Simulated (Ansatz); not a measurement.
The cell is COD entry 1548816, which may be a prediction rather than a measurement; nothing was relaxed.

Below is the log of a run of Ansatz 0.2.0.

```
Ti: projections on atomic orbitals take those of the free atom 1s2 2s2 2p6 3s2 3p6 3d2 4s2, of charge +0.00 (hamiltonian.pseudopotentials.projection_atoms)
Se: projections on atomic orbitals take those of the free atom 1s2 2s2 2p6 3s2 3p6 3d10 4s2 4p4, of charge +0.00 (hamiltonian.pseudopotentials.projection_atoms)
LAPW: plane waves up to 8.417 Å⁻¹, error target 1.0e-3 eV per atom; small_component_spin mean_spin; Ti in spheres of 1.283 Å, 12 of its electrons in bands, Dirac shells []; Se in spheres of 1.270 Å, 24 of its electrons in bands, Dirac shells []
Engine: ansatz 0.2.0
Pseudopotentials: kind: all_electron
Pseudopotential: Ti, LAPW, valence charge 12, Koelling and Harmon's equation, gaussian nucleus
Pseudopotential: Se, LAPW, valence charge 24, Koelling and Harmon's equation, gaussian nucleus
Functional definition: PBE
  parameter kappa = 0.804
  parameter beta = 0.06672455060314922
  exchange = pbe_x(kappa = kappa, mu = beta*pi^2/3)
  correlation = pbe_c(beta = beta)
Crystal: 3 atoms, lattice volume = 65.012 Å³
Basis set: ecut = 269.9049497063159 eV, 665 PW (Γ), exchange–correlation at level 2
Bands: 36, of which v1, the nominal top of the filled ones, is band 30 counted from 1 (29 counted from 0)
Symmetry: 12 space group operations
Space group: P-3m1 (ITA 164), of the structure as read, at distance tolerance 4.0e-5 Å
k-points: 100 of 864
Non-local potential: Ti, projectors of the file, none
Non-local potential: Se, projectors of the file, none
Initial density: superposition of atomic densities (chi_scale 0.1, normalization cell, long waves kept (reshape's long-wave potential 0.10 eV rms))
Initial wavefunctions: plane waves of lowest kinetic energy (no species holds an atomic orbital)
Functional: x = pbe(κ = 0.804, μ = 0.2195149727645171), c = pbe(β = 0.06672455060314922)
iter 1 solved again at ethr=1.68e-3 eV; its pass at ethr=1.00e-1 eV (dr2=1.01e0 eV) is discarded
SCF iter   1: F=—  HF=-155488.421653 eV  |F-HF|=—  |Δ(HF+E_count)|=         —  Δρ=3.38e-2  dr2=1.01e0  ethr=1.68e-3  ⟨swp⟩=2.0  Hψ=23457  notcnv=0
preconditioner: auto → LDOS  [metal: Δε(μ)=0.042 eV  Ē_g=8.341 eV  σ=0.030 eV  W_gap=0.34  n_scr=22 (ndim 8)  ℏωp=18.4 eV  f_vac=0.046  D(μ)=0.41/eV (n_scr^D=2)  β→1.0]
SCF iter   2: F=—  HF=-155488.972586 eV  |F-HF|=—  |Δ(HF+E_count)|=   5.51e-1  Δρ=4.93e-2  dr2=2.71e0  ethr=1.68e-3  ⟨swp⟩=3.1  Hψ=12692  notcnv=0  recentre
SCF iter   3: F=—  HF=-155488.053466 eV  |F-HF|=—  |Δ(HF+E_count)|=   9.19e-1  Δρ=1.34e-2  dr2=1.56e-1  ethr=1.68e-3  ⟨swp⟩=3.0  Hψ=12177  notcnv=0
iter 4 solved again at ethr=1.83e-5 eV; its pass at ethr=2.59e-4 eV (dr2=1.10e-2 eV) is discarded
SCF iter   4: F=—  HF=-155488.013687 eV  |F-HF|=—  |Δ(HF+E_count)|=   3.98e-2  Δρ=2.17e-3  dr2=1.10e-2  ethr=1.83e-5  ⟨swp⟩=2.0  Hψ=18916  notcnv=0
SCF iter   5: F=—  HF=-155488.010350 eV  |F-HF|=—  |Δ(HF+E_count)|=         —  Δρ=2.41e-4  dr2=1.56e-5  ethr=1.83e-5  ⟨swp⟩=2.6  Hψ=11200  notcnv=0
the basis was enlarged: its passes take 191.6 KiB over the memory plan, 1 of 1 planned eigensolver slots
SCF iter   6: F=—  HF=-155488.010375 eV  |F-HF|=—  |Δ(HF+E_count)|=   2.54e-5  Δρ=6.97e-5  dr2=3.45e-6  ethr=2.60e-8  ⟨swp⟩=3.0  Hψ=11732  notcnv=0
SCF iter   7: F=—  HF=-155488.010374 eV  |F-HF|=—  |Δ(HF+E_count)|=   1.07e-6  Δρ=1.15e-5  dr2=6.00e-8  ethr=5.75e-9  ⟨swp⟩=3.0  Hψ=11433  notcnv=0
SCF iter   8: F=-155488.010374 eV  HF=-155488.010374 eV  |F-HF|=4.86e-9  |Δ(HF+E_count)|=   1.60e-7  Δρ=5.68e-6  dr2=8.59e-9  ethr=1.00e-10  ⟨swp⟩=2.9  Hψ=11143  notcnv=0
SCF 1 converged in 8 iterations: F = -155488.010374 eV  dr2 = 8.59e-9
NSCF: frozen V_eff on 65 k-points
SCF converged after 8 iterations
Free energy (F): -155488.010374 eV
Harris-Foulkes:  -155488.010374 eV  (|F-HF|=4.86e-9)
Internal energy: -155488.008267 eV  (E = F + TS)
E sigma→0 (E₀):  -155488.009320 eV
Entropy (-TS):   -0.002107 eV (-0.702 meV/atom)
Fermi energy:    10.209579 eV
--- Per-component energies (eV) ---
  E_band       = -3330.161167
  E_kinetic    = 158847.788453
  E_xc         = -5939.962669
  E_electrostatic = -308395.834051  (all electrons and nuclei)
  E_smearing   = -0.002107  (= −TS)
  E_closure    = 0.000000  (closes the sum)
  E_atoms      = -155470.965065  (free atoms, spherical and without spin; not in F)
  Σ components = -155488.010374   (vs F -155488.010374, Δ=0.00e0)
  Basis errors (estimates in eV, not in F): energy 4.0e-4 per atom: plane waves 3.6e-4 (2.0e-4 summed), levels above the bands 1.4e-87, relativity 4.8e-8, radial functions 4.5e-5, core shells 7.9e-7; eigenvalues (radial functions only) 1.3e-6; not estimated: angular momenta, meshes, grids; target (lapw.basis_error) 1.0e-3; muffin-tin radii Ti 1.283 Å, Se 1.270 Å
--- Forces (eV/Å), atoms counted from 1 ---
  atom   1  Ti     0.00000000    -0.00000000     0.00000000
  atom   2  Se     0.00000000    -0.00000000     0.06327419
  atom   3  Se     0.00000000     0.00000000    -0.06327419
  max |Σ_I F_I| component: 1.31e-30 eV/Å
--- Stress (GPa, compression-positive) ---
        1.147669      -0.000000      -0.000000
       -0.000000       1.147669      -0.000000
       -0.000000      -0.000000       2.209961
  P = ⅓ Tr σ = 1.5018 GPa (15.018 kbar)
--- Band table (eV; the first three rows and the last of 100) ---
  k-point 0: bands = ["-197.3970", "-197.3970", "-136.8676", "-136.8676", "-136.8676", "-136.8676", "-136.8577", "-136.8577", "-47.3863", "-37.0879", "-37.0879", "-37.0877", "-37.0877", "-37.0796", "-37.0796", "-37.0790", "-37.0790", "-37.0747", "-37.0743", "-23.6182", "-23.6050", "-23.6050", "-3.7467", "-2.3171", "4.8628", "7.8958", "7.8958", "10.3941", "10.6652", "10.6652", "10.6854", "10.6854", "10.8573", "13.5251", "13.5251", "15.8668"]
  k-point 1: bands = ["-197.3970", "-197.3970", "-136.8676", "-136.8676", "-136.8676", "-136.8676", "-136.8577", "-136.8577", "-47.3863", "-37.0880", "-37.0880", "-37.0876", "-37.0876", "-37.0796", "-37.0796", "-37.0790", "-37.0790", "-37.0747", "-37.0743", "-23.6182", "-23.6050", "-23.6050", "-3.6806", "-2.4297", "5.1240", "7.9091", "7.9091", "9.6202", "10.6231", "10.6231", "10.6668", "10.6668", "11.1935", "13.6070", "13.6070", "15.9579"]
  k-point 2: bands = ["-197.3970", "-197.3970", "-136.8676", "-136.8676", "-136.8676", "-136.8676", "-136.8577", "-136.8577", "-47.3863", "-37.0881", "-37.0881", "-37.0875", "-37.0875", "-37.0795", "-37.0795", "-37.0791", "-37.0791", "-37.0746", "-37.0744", "-23.6183", "-23.6050", "-23.6050", "-3.5028", "-2.6962", "5.8156", "7.9367", "7.9367", "8.4446", "10.5172", "10.5172", "10.6562", "10.6562", "11.3827", "13.7686", "13.7686", "16.1884"]
  k-point 99: bands = ["-197.3970", "-197.3970", "-136.8676", "-136.8676", "-136.8676", "-136.8676", "-136.8577", "-136.8577", "-47.3785", "-37.0875", "-37.0870", "-37.0870", "-37.0861", "-37.0796", "-37.0796", "-37.0794", "-37.0791", "-37.0735", "-37.0735", "-23.6663", "-23.6663", "-23.5956", "-1.9877", "-1.9877", "5.9367", "5.9367", "6.4093", "7.0868", "8.1311", "8.1311", "11.3174", "11.4690", "11.4690", "13.6103", "13.6103", "17.2077"]
--- Löwdin populations: 3 sites ---
  site symbol       q [e]
     0     Ti     21.2798
     1     Se     34.2880
     2     Se     34.2880
  spilling = 0.001602 (of n_electrons = 90.000000)
```

The cell and starting positions:

```
CELL_PARAMETERS angstrom
3.53600 0.00000 0.00000
-1.76800 3.06227 0.00000
0.00000 0.00000 6.00400
ATOMIC_POSITIONS crystal
Ti 0.00000 0.00000 0.00000
Se 0.33333 0.66667 0.25520
Se 0.66667 0.33333 0.74480
```

Parts of the input that the log doesn't repeat:

```yaml
  band_path:
    path:
      - [0.0, 0.0, 0.0]
      - [0.5, 0.0, 0.0]
      - [0.3333333333, 0.3333333333, 0.0]
      - [0.0, 0.0, 0.0]
      - [0.0, 0.0, 0.5]
      - [0.5, 0.0, 0.5]
      - [0.3333333333, 0.3333333333, 0.5]
      - [0.0, 0.0, 0.5]
      - [0.5, 0.0, 0.5]
    npoints: 8
output:
  forces: true
  stress: true
  eigenvalues: true
  populations: true
  dos: { projected: true, de: 0.2, e_range: [-14, 8] }
```

Write the input that produced this log.


```yaml
crystal:
  lattice:
    - [3.5360018066, 0.0, 0.0]
    - [-1.7680009033, 3.0622673924, 0.0]
    - [0.0, 0.0, 6.004]
  atoms:
    - { symbol: Ti, position: [0.0, 0.0, 0.0] }
    - { symbol: Se, position: [0.3333333333, 0.6666666667, 0.2552] }
    - { symbol: Se, position: [0.6666666667, 0.3333333333, 0.7448] }
kpoints:
  mp_grid: { grid: [12, 12, 6] }
  band_path:
    path:
      - [0.0, 0.0, 0.0]
      - [0.5, 0.0, 0.0]
      - [0.3333333333, 0.3333333333, 0.0]
      - [0.0, 0.0, 0.0]
      - [0.0, 0.0, 0.5]
      - [0.5, 0.0, 0.5]
      - [0.3333333333, 0.3333333333, 0.5]
      - [0.0, 0.0, 0.5]
      - [0.5, 0.0, 0.5]
    npoints: 8
scf:
  occupations: { method: fermi_dirac, width: 0.03 }
hamiltonian:
  xc: pbe
  pseudopotentials: { kind: all_electron, lapw: { basis_error: 0.001 } }
output:
  forces: true
  stress: true
  eigenvalues: true
  populations: true
  dos: { projected: true, de: 0.2, e_range: [-14, 8] }
```
This is the input that was run; digits and keys that the log doesn't show could differ in an equivalent one.
